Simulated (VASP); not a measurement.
# Cl in VASP: a series of runs, part 2 of 2

VASP 6.6.1.

### 3 Single point, LDA

The input, INCAR:

```
  PREC = Accurate
  ENCUT = 520
  EDIFF = 1E-6
  ISMEAR = -1
  SIGMA = 0.02
  LREAL = Auto
  LASPH = T
  NELM = 100
  ALGO = Fast
  ISIF = 2
  LWAVE = F
  LCHARG = T
  GGA = CA
  LELF = T
  LVHAR = T
  NBANDS = 70
```

The input, KPOINTS:

```
regular mesh
0
Gamma
  1 1 1
```

The input, POSCAR:

```
Cl
1.0
    7.8297350000      0.0000000000      0.0000000000
    0.0000000000      7.8297350000      0.0000000000
    0.0000000000      0.0000000000      7.8297350000
Cl
16
Direct
    0.3480833004      0.4477418457      0.6243378607
    0.1028259577      0.3697954018      0.5463403295
    0.2643639919     -0.0130144890      0.6303661618
    0.2767782051      0.0172036474      0.3634222614
    0.3761813139      0.1895211013      0.9407981241
    0.2689490768     -0.0116479038      1.0520279422
    0.7543550325      0.8771178079      0.0461062858
    0.9199417349      0.7026163721      0.0668860440
    0.7040851319      0.7788386197      0.5826378543
    0.6935356050      0.5068370769      0.6558714950
    0.2918872733      0.4679340999      0.1509246482
    0.4550345574      0.6481189976      0.2716311599
    0.6763319576      1.1441000238      0.6462926268
    0.9245268199      1.0501887995      0.6577617250
    0.8725582667      0.2850160318      0.1694821089
    1.0070455769      0.2892179620     -0.0542547098
```

Potentials or basis: VASP PAW LDA potentials, release 64 (Cl).

Started as:

```console
$ cat potpaw_LDA.64/Cl/POTCAR > POTCAR
$ mpirun -np 1 vasp_gam > vasp.out
```

OUTCAR:

```text
PREC = Accurate
   ENCUT = 520
   EDIFF = 1E-6
   ISMEAR = -1
   LREAL = Auto
   LASPH = T
   NELM = 100
   ISIF = 2
   GGA = CA

 ion  position               nearest neighbor table
   1  0.348  0.448  0.624-   2 2.11
   2  0.103  0.370  0.546-   1 2.11
   3  0.264  0.987  0.630-   4 2.11
   4  0.277  0.017  0.363-   3 2.11   6 2.45
   5  0.376  0.190  0.941-   6 1.99
   6  0.269  0.988  0.052-   5 1.99   4 2.45
   7  0.754  0.877  0.046-   8 1.89
   8  0.920  0.703  0.067-   7 1.89
   9  0.704  0.779  0.583-  10 2.21
  10  0.694  0.507  0.656-   9 2.21
  11  0.292  0.468  0.151-  12 2.12
  12  0.455  0.648  0.272-  11 2.12
  13  0.676  0.144  0.646-  14 2.08
  14  0.925  0.050  0.658-  13 2.08
  15  0.873  0.285  0.169-  16 2.04
  16  0.007  0.289  0.946-  15 2.04

  LATTYP: Found a simple cubic cell.
 ALAT       =     7.8297350000

  Lattice vectors:

 A1 = (   7.8297350000,   0.0000000000,   0.0000000000)
 A2 = (   0.0000000000,   7.8297350000,   0.0000000000)
 A3 = (   0.0000000000,   0.0000000000,   7.8297350000)

Analysis of symmetry for initial positions (statically):
=====================================================================
 Subroutine PRICEL returns:
 Original cell was already a primitive cell.

 Routine SETGRP: Setting up the symmetry group for a
 simple cubic supercell.

 Subroutine GETGRP returns: Found  1 space group operations
 (whereof  1 operations were pure point group operations)
 out of a pool of 48 trial point group operations.

The static configuration has the point symmetry C_1 .

Analysis of symmetry for dynamics (positions and initial velocities):
=====================================================================
 Subroutine PRICEL returns:
 Original cell was already a primitive cell.

 Routine SETGRP: Setting up the symmetry group for a
 simple cubic supercell.

 Subroutine GETGRP returns: Found  1 space group operations
 (whereof  1 operations were pure point group operations)
 out of a pool of 48 trial point group operations.

The dynamic configuration has the point symmetry C_1 .

 Subroutine INISYM returns: Found  1 space group operations
 (whereof  1 operations are pure point group operations),
 and found     1 'primitive' translations

----------------------------------------------------------------------------------------

                                     Primitive cell

  volume of cell :     479.9999

  direct lattice vectors                    reciprocal lattice vectors
     7.829735000  0.000000000  0.000000000     0.127718243  0.000000000  0.000000000
     0.000000000  7.829735000  0.000000000     0.000000000  0.127718243  0.000000000
     0.000000000  0.000000000  7.829735000     0.000000000  0.000000000  0.127718243

  length of vectors
     7.829735000  7.829735000  7.829735000     0.127718243  0.127718243  0.127718243

  position of ions in fractional coordinates (direct lattice)
     0.348083300  0.447741846  0.624337861
     0.102825958  0.369795402  0.546340329
     0.264363992  0.986985511  0.630366162
     0.276778205  0.017203647  0.363422261
     0.376181314  0.189521101  0.940798124
     0.268949077  0.988352096  0.052027942
[... 8 lines left out ...]
     0.872558267  0.285016032  0.169482109
     0.007045577  0.289217962  0.945745290

  ion indices of the primitive-cell ions
   primitive index   ion index
                 1           1
                 2           2
                 3           3
                 4           4
                 5           5
                 6           6
[... 8 lines left out ...]
                15          15
                16          16

----------------------------------------------------------------------------------------

 KPOINTS: regular mesh

Automatic generation of k-mesh.
 Grid dimensions read from file:
 generate k-points for:    1    1    1

 Generating k-lattice:

  Cartesian coordinates                     Fractional coordinates (reciprocal lattice)
     0.127718243  0.000000000  0.000000000     1.000000000  0.000000000  0.000000000
     0.000000000  0.127718243  0.000000000     0.000000000  1.000000000  0.000000000
     0.000000000  0.000000000  0.127718243     0.000000000  0.000000000  1.000000000

  Length of vectors
     0.127718243  0.127718243  0.127718243

  Shift w.r.t. Gamma in fractional coordinates (k-lattice)
     0.000000000  0.000000000  0.000000000

 Subroutine IBZKPT returns following result:
 ===========================================

 Found      1 irreducible k-points:

 Following reciprocal coordinates:
            Coordinates               Weight
  0.000000  0.000000  0.000000      1.000000
   k-points           NKPTS =      1   k-points in BZ     NKDIM =      1   number of bands    NBANDS=     70
   number of dos      NEDOS =    301   number of ions     NIONS =     16
   total plane-waves  NPLWV = 216000
   dimension x,y,z NGX =    60 NGY =   60 NGZ =   60
   dimension x,y,z NGXF=   120 NGYF=  120 NGZF=  120
   ions per type =              16
   NGX,Y,Z   is equivalent  to a cutoff of  12.74, 12.74, 12.74 a.u.
   NGXF,Y,Z  is equivalent  to a cutoff of  25.48, 25.48, 25.48 a.u.
 SYSTEM =  unknown system
   PREC   = accura    normal or accurate (medium, high low for compatibility)
   ISTART =      0    job   : 0-new  1-cont  2-samecut
   ICHARG =      2    charge: 1-file 2-atom 10-const
   ISPIN  =      1    spin polarized calculation?
   LNONCOLLINEAR =      F non collinear calculations
   LSORBIT =      F    spin-orbit coupling
   LASPH  =      T    aspherical Exc in radial PAW
   ENCUT  =  520.0 eV  38.22 Ry    6.18 a.u.  14.56 14.56 14.56*2*pi/ulx,y,z
   NELM   =    100;   NELMIN=  2; NELMDL= -5     # of ELM steps
   EDIFF  = 0.1E-05   stopping-criterion for ELM
   LREAL  =      T    real-space projection
   EDIFFG = 0.1E-04   stopping-criterion for IOM
   NSW    =      0    number of steps for IOM
   IBRION =     -1    ionic relax: 0-MD 1-quasi-New 2-CG
   NFREE  =      0    steps in history (QN), initial steepest desc. (CG)
   ISIF   =      2    stress and relaxation
   ISYM   =      2    0-nonsym 1-usesym 2-fastsym
   POTIM  = 0.5000    time-step for ionic-motion
   TEBEG  =    0.0;   TEEND  =   0.0 temperature during run
   PSTRESS=    0.0 pullay stress
   NELECT =     112.0000    total number of electrons
   NUPDOWN=      -1.0000    fix difference up-down
   EMIN   =  10.00;   EMAX   =-10.00  energy-range for DOS
   EFERMI =   0.00;   METHOD = LEGACY
   ISMEAR =    -1;   SIGMA  =   0.02  broadening in eV -4-tet -1-fermi 0-gaus
   EFERMI_NEDOS =   21; number of points for ismear=-14 and -15
   IALGO  =     68    algorithm
   IMIX   =      4    mixing-type and parameters
     AMIX     =   0.40;   BMIX     =  1.00
     AMIX_MAG =   1.60;   BMIX_MAG =  1.00
  volume/ion in A,a.u.               =      30.00       202.45
  Fermi-wavevector in a.u.,A,eV,Ry     =   1.007861  1.904580 13.820565  1.015783
  Thomas-Fermi vector in A             =   2.140692
   LORBIT       =      0    0 simple, 1 ext, 2 COOP (PROOUT), +10 PAW based schemes
   GGA     = CA    functional components
   LHFCALC =     F    Hartree Fock is set to
   AEXX    =    0.0000 exact exchange contribution
   IVDW    =     0    specifies the selected vdW correction
   LEPSILON=     F    determine dielectric tensor
   LRPA    =     F    only Hartree local field effects (RPA)
 non-spin polarized calculation
 RMM-DIIS sequential band-by-band and
  energy-cutoff  :      520.00
  volume of cell :      480.00
 maximum number of plane-waves:      6483
 NGX is ok and might be reduce to    60
   NGX = 29   NGY = 29   NGZ = 29

 number of electron     111.9999995 magnetization

 Free energy of the ion-electron system (eV)
  ---------------------------------------------------
  ext. energy  EPLUGINS =         0.00000000
  ---------------------------------------------------
  free energy    TOTEN  =       -34.65436888 eV

  energy without entropy =      -34.65436888  energy(sigma->0) =      -34.65436888

 E-fermi :   0.0317     XC(G=0):  -7.9700

 val. band max:       -0.4925456793   @ k =   0.0000   0.0000   0.0000
 cond. band min:       1.0040329200   @ k =   0.0000   0.0000   0.0000
 fundamental gap:      1.4965785993
 Fermi energy:         0.0317066434

 k-point     1 :       0.0000    0.0000    0.0000
  band No.  band energies     occupation
      1     -18.3697      2.00000
      2     -18.0514      2.00000
      3     -17.3968      2.00000
      4     -17.0781      2.00000
      5     -16.8674      2.00000
      6     -16.5791      2.00000
[... 60 lines left out ...]
     67       6.8606      0.00000
     68       6.9203      0.00000
 [bands above 68 left out]

------------------------ aborting loop because EDIFF is reached ----------------------------------------

  FORCE on cell =-STRESS in cart. coord.  units (eV):
  Direction    XX          YY          ZZ          XY          YZ          ZX
  --------------------------------------------------------------------------------------
  -------------------------------------------------------------------------------------
  Total       -3.2844722     -2.4724670     -5.8313172     -1.7634418      1.2814624     -0.5504947
  in kB      -10.9631406     -8.2527729    -19.4641775     -5.8861392      4.2773545     -1.8374797
  external PRESSURE =     -12.8933637 kB  Pullay stress =       0.0000000 kB

 VOLUME and BASIS-vectors are now :
 -----------------------------------------------------------------------------
  energy-cutoff  :      520.00
  volume of cell :      480.00
      direct lattice vectors                 reciprocal lattice vectors
     7.829735000  0.000000000  0.000000000     0.127718243  0.000000000  0.000000000
     0.000000000  7.829735000  0.000000000     0.000000000  0.127718243  0.000000000
     0.000000000  0.000000000  7.829735000     0.000000000  0.000000000  0.127718243

 POSITION                                       TOTAL-FORCE (eV/Angst)
 -----------------------------------------------------------------------------------
      2.72540      3.50570      4.88840        -0.591177     -0.420920     -0.365297
      0.80510      2.89540      4.27770         0.890835      0.884410      0.782630
      2.06990      7.72783      4.93560        -0.270935     -0.157743      0.028226
      2.16710      0.13470      2.84550        -0.101151     -0.191804      0.315023
      2.94540      1.48390      7.36620         0.693817      0.465658     -0.092886
      2.10580      7.73853      0.40737        -0.151034     -0.646138     -0.500071
[... 8 lines left out ...]
      6.83190      2.23160      1.32700         0.395567      0.059269     -0.724860
      0.05517      2.26450      7.40493        -0.738208      0.356731      0.996335
 -----------------------------------------------------------------------------------
    total drift:                                0.000246      0.000482     -0.000560

  FREE ENERGIE OF THE ION-ELECTRON SYSTEM (eV)
  ---------------------------------------------------
  free  energy   TOTEN  =       -34.6543688780 eV

  energy  without entropy=      -34.6543688780  energy(sigma->0) =      -34.65436888
```

Run time: 52 s. Hardware: 1 thread of Intel Xeon Platinum 8488C (Sapphire Rapids), shared host; peak memory 0.31 GiB.

What came out:

| Property | Result |
| --- | --- |
| Free energy | -34.6544 eV |
| Pressure | -1.3 GPa |
| Largest force | 2.132 eV/Å |
| Band gap on the k mesh | 1.50 eV, direct |

Forces on the atoms (eV/Å):
```
Cl  -0.591 -0.421 -0.365
Cl   0.891  0.884  0.783
Cl  -0.271 -0.158  0.028
Cl  -0.101 -0.192  0.315
Cl   0.694  0.466 -0.093
Cl  -0.151 -0.646 -0.500
Cl  -1.354  1.596 -0.164
Cl   1.508 -1.493  0.204
Cl  -0.968 -1.511  0.673
Cl   0.101  0.663 -0.913
Cl   0.863  1.499  0.662
Cl  -0.928 -0.961 -0.521
Cl  -0.189 -0.549 -0.186
Cl   0.839  0.407 -0.195
Cl   0.396  0.059 -0.725
Cl  -0.738  0.357  0.996
```

Stress tensor (GPa, compression positive):
```
-1.10 -0.59 -0.18
-0.59 -0.83  0.43
-0.18  0.43 -1.95
```

Levels at points of the mesh, in eV from the valence-band top:
| k point | band 53 | band 54 | band 55 | band 56 | band 57 | band 58 | band 59 | band 60 |
| --- | --- | --- | --- | --- | --- | --- | --- | --- |
| (0.00, 0.00, 0.00) | -0.37 | -0.21 | -0.16 | 0.00 | 1.50 | 1.75 | 1.81 | 1.94 |

A hybrid or GW would open this gap; LDA tends to underestimate it.
